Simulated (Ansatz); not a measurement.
Reaction (formal hydrolysis of a C–C bond): `FC(F)C(F)(F)CC(F)(F)F` + H₂O → `OCC(F)(F)C(F)F` + `FC(F)F`

Computed with Ansatz on PBE0-D4/def2-TZVP structures; ΔE is electronic, products minus reactants. CBS: MP2 limit from def2 TZ/QZ plus the TZ coupled-cluster correction, frozen cores. This one scheme is used for every species. Functionals use def2-TZVPP. B3LYP here is the variant with VWN-RPA as its local correlation; programs differ in this. One conformer a species, not always the lowest.

`FC(F)C(F)(F)CC(F)(F)F`:

Z-matrix (Å, degrees):
```
C
F 1 1.342
C 1 1.536 2 109.0
F 1 1.350 2 108.5 3 -118.5
H 1 1.092 2 109.2 3 122.4
F 3 1.352 1 107.1 2 65.3
F 3 1.352 1 108.1 2 -50.2
C 3 1.516 1 115.9 2 -170.4
C 8 1.510 3 116.9 1 -62.2
H 8 1.091 3 107.1 1 176.9
H 8 1.090 3 108.5 1 60.0
F 9 1.342 8 112.1 3 60.7
F 9 1.333 8 112.8 3 -60.5
F 9 1.336 8 109.6 3 179.6
```

H₂O:

Cartesian coordinates in Å:
```
O -0.197 0.147 0.302
H 0.384 -0.617 0.300
H -0.187 0.470 -0.602
```

`OCC(F)(F)C(F)F`:

```xyz
12

O    -1.062   -1.512   -0.374
C    -1.175   -0.210    0.132
C     0.179    0.351    0.519
F     0.021    1.575    1.061
F     0.737   -0.453    1.467
C     1.172    0.432   -0.641
F     0.663    1.243   -1.593
F     2.332    0.958   -0.211
H    -0.803   -2.096    0.345
H    -1.817   -0.148    1.019
H    -1.604    0.415   -0.651
H     1.357   -0.556   -1.072
```

`FC(F)F`:

```xyz
5

F    -0.343    0.190    1.252
C    -0.050   -0.007   -0.032
F     0.634    1.045   -0.476
F     0.724   -1.086   -0.128
H    -0.964   -0.141   -0.615
```

(1) Is it downhill or uphill in electronic energy at CCSD(T)/CBS, and by how much? (Best estimate.)

(2) What do these levels give: LDA (SPW92), PBE, BLYP, B3LYP, r2SCAN0, CCSD/def2-SVP? (An estimate is asked.)

Largest T1 diagnostic among the species: 0.012.

Results:

(1) Computed: Uphill: ΔE = +56.8 kJ/mol.

(2) Ansatz gave: LDA (SPW92) 56.2, PBE 43.0, BLYP 33.7, B3LYP 37.9, r2SCAN0 51.7, CCSD/def2-SVP 44.2 kJ/mol.

From BLYP to BHLYP (50 % exact exchange), in def2-TZVPP and without D4, ΔE moves by +6.8 kJ/mol. The D4 term adds +7.6 kJ/mol with B3LYP and +4.5 kJ/mol with PBE0; it sums over pairs of atoms, weighted by their polarisabilities, and B3LYP, whose exchange is more repulsive, gets the larger term.
